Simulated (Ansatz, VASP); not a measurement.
## BaS in VASP and in Ansatz

```
CELL_PARAMETERS angstrom
0.00000 3.13648 3.13648
3.13648 0.00000 3.13648
3.13648 3.13648 0.00000
ATOMIC_POSITIONS crystal
Ba 0.50000 0.50000 0.50000
S 0.00000 0.00000 0.00000
```

Alike in both runs: task single point; functional revPBE; dispersion D3(BJ); k mesh 6 × 6 × 6; occupations gaussian, width 0.05 eV; no spin polarisation.

|  | VASP | Ansatz |
| --- | --- | --- |
| version | VASP 6.6.1 | Ansatz 0.2.0 |
| potentials or method | VASP PAW PBE potentials, release 64 (Ba_sv, S) | scalar-relativistic, plane waves, PAW |
| plane-wave cutoff (eV) | 520 | 420 |
| valence electrons in the cell | 16 | 16 |

VASP gave:

- gap on the k mesh at the Fermi level (eV): 2.11
- least direct gap on the mesh (eV): 2.21
- pressure (GPa): 2.7
- dispersion energy (meV/atom): -516.9

Problem. Estimate Ansatz's values.

Solution. gap on the k mesh at the Fermi level (eV): 2.23; least direct gap on the mesh (eV): 2.29; pressure (GPa): 1.9; dispersion energy (meV/atom): -517.0.

Caveats: the PAW data sets were made with another functional, which shifts forces and pressure a little (VASP); spin-orbit coupling is left out, which moves the levels of the heavy elements. A k mesh can miss the band edges.
